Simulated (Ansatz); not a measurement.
Take InN in the wurtzite structure (space group P6_3mc, No. 186; a = 3.5373 Å, c = 5.7140 Å) as the base. Axes: x lies along a and z along c of the hexagonal cell.

Structures relaxed with PBEsol (Ansatz, a first-principles code; PAW; 420 eV plane waves; spin-orbit coupling left out), earlier PAW set.

Base:

Simulated powder pattern, Cu Kα1, λ = 1.54056 Å (kinematic, ideal powder, no thermal factors, no anomalous dispersion; the 10 strongest lines at most, above 2 %, up to 2θ = 90°):

```tsv
2θ (°)	I/Imax (%)	hkl
29.13	35	(100)
31.28	32	(002)
33.15	100	(101)
43.27	19	(102)
51.64	26	(110)
56.88	28	(103)
61.62	26	(112)
62.75	16	(201)
80.38	9.6	(203)
85.50	13	(211)
```

It is then changed as follows: uniaxial stress, 8 GPa tension along z; all other stress components relax to zero.

After the change:

Simulated powder pattern, Cu Kα1, λ = 1.54056 Å (kinematic, ideal powder, no thermal factors, no anomalous dispersion; the 10 strongest lines at most, above 2 %, up to 2θ = 90°):

```json
[
 {"2θ (°)": "29.45", "I/Imax (%)": "34", "hkl": "(100)"},
 {"2θ (°)": "29.96", "I/Imax (%)": "34", "hkl": "(002)"},
 {"2θ (°)": "33.14", "I/Imax (%)": "100", "hkl": "(101)"},
 {"2θ (°)": "42.51", "I/Imax (%)": "19", "hkl": "(102)"},
 {"2θ (°)": "52.24", "I/Imax (%)": "25", "hkl": "(110)"},
 {"2θ (°)": "55.24", "I/Imax (%)": "30", "hkl": "(103)"},
 {"2θ (°)": "61.40", "I/Imax (%)": "25", "hkl": "(112)"},
 {"2θ (°)": "63.27", "I/Imax (%)": "15", "hkl": "(201)"},
 {"2θ (°)": "79.48", "I/Imax (%)": "10.0", "hkl": "(203)"},
 {"2θ (°)": "86.44", "I/Imax (%)": "13", "hkl": "(211)"}
]
```

The indices refer to the base's conventional cell; one index is shown for lines that coincide.

The mesh was chosen for an insulator and is coarse for the gapless case. Load acts through the strain it causes; cell and atoms are relaxed under it. Stability under load was not tested beyond the relaxation. The final runs are not spin-polarised.
